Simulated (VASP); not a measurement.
Wanted: the native input for a VASP 6.6.1 run.

* Task: single point
* Functional: PBEsol
* Potentials or basis: VASP PAW PBE potentials, release 64 (Pd)
* Cutoff: 520 eV
* k mesh: 17 × 17 × 17
* Occupations: fermi-dirac, width 0.05 eV
* Spin: collinear spin, typed start
* Starting moments: [0.5, -0.5] μB
* Dipole correction: no
* Further INCAR settings: ALGO = Normal; EDIFF = 1e-06; NBANDS = 21

The structure of Pd lies in POSCAR:

```
Pd
1.0
    3.0829156825      0.0000000000      0.0000000000
    0.0000000000      3.0829156825      0.0000000000
    0.0000000000      0.0000000000      3.0829156825
Pd
2
Direct
    0.0000000000      0.0000000000      0.0000000000
    0.5000000000      0.5000000000      0.5000000000
```

This isn't the form of Pd at room conditions, which is fcc.

These files were run (other wordings do the same):

INCAR

```
SYSTEM = Pd
  PREC = Accurate
  ENCUT = 520
  EDIFF = 1E-6
  ISMEAR = -1
  SIGMA = 0.05
  LREAL = .FALSE.
  LASPH = .TRUE.
  NELM = 150
  ALGO = Normal
  ISIF = 2
  LWAVE = .FALSE.
  LCHARG = .TRUE.
  ISPIN = 2
  MAGMOM = 0.5 -0.5
  LORBIT = 11
  LMAXMIX = 4
  GGA = PS
  LELF = .TRUE.
  LVHAR = .TRUE.
  NBANDS = 21
```

KPOINTS

```
regular mesh
0
G
  17 17 17
  0 0 0
```

Potentials or basis: VASP PAW PBE potentials, release 64 (Pd).

The run is started by

```sh
$ cat potpaw_PBE.64/Pd/POTCAR > POTCAR
$ mpirun -np 1 vasp_std > vasp.out
```

Results of the run:

```json
{
 "Pressure": "-0.2 GPa",
 "Band gap on the k mesh": "none (metal or under the smearing width)",
 "Net moment": "0.00 μB per cell",
 "Valence electrons inside the program's atomic spheres": "Pd 9.45"
}
```

Caveat: the PAW data sets were made with another functional, which shifts forces and pressure a little.

It took 48 s on 1 thread of Intel(R) Xeon(R) Platinum 8559C (Emerald Rapids), with other jobs on the host, peak memory 0.25 GiB.
